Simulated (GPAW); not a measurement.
Crystal: GaSb.

```
Sb Ga
1.0
     0.00000    3.05900    3.05900
     3.05900    0.00000    3.05900
     3.05900    3.05900    0.00000
Sb Ga
1 1
Direct
  0.75000 0.75000 0.75000
  0.00000 0.00000 0.00000
```

Base run:

- Program: GPAW 26.7.0
- Functional: PBE
- Potentials or basis: GPAW PAW data sets (gpaw-data 1.2.1)
- Cutoff: 600 eV
- Basis: pw
- k mesh: 8 × 8 × 8
- Occupations: fermi-dirac, width 0.05 eV
- Spin: no spin polarisation

Its results: band gap on the k mesh 0.09 eV, direct; pressure 2.3 GPa.

Task: The run is repeated on the same cell with these changes: functional from PBE to r2SCAN. What comes out?

Result: Band gap on the k mesh 0.51 eV, direct; pressure 0.2 GPa.

r2SCAN gives the wider gap, since meta-GGAs in the generalised Kohn-Sham scheme recover part of the derivative discontinuity.

Caveats: spin-orbit coupling is left out, which moves the levels of the heavy elements; the PAW data sets were made with another functional, which shifts forces and pressure a little (some runs).

Not every run made on this cell is shown here.
